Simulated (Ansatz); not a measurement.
Method: DFT PBE, scalar-relativistic, plane waves, PAW (Ansatz).

Plane waves to 420 eV, a k mesh through Γ of 18×18×18 on the computed 3-atom cell and Gaussian smearing (0.10 eV); no spin polarisation.

Structure with the computed forces (eV/Å) in the last three columns:

```xyz
3
Lattice="-1.5574 1.5574 3.9391 1.5574 -1.5574 3.9391 1.5574 1.5574 -3.9391" Properties=species:S:1:pos:R:3:forces:R:3 pbc="T T T" pressure_GPa=18.51
Si    0.0000    0.0000    2.6601    0.0000    0.0000   -0.7500
Si    0.0000    0.0000    5.2180    0.0000    0.0000    0.7500
W     0.0000    0.0000    0.0000    0.0000    0.0000    0.0000
```

Stress tensor (GPa, compression positive):

```
23.44  0.00  0.00
 0.00 23.44  0.00
 0.00  0.00  8.65
```

Spin–orbit coupling is left out, which can shift energies with elements as heavy as these.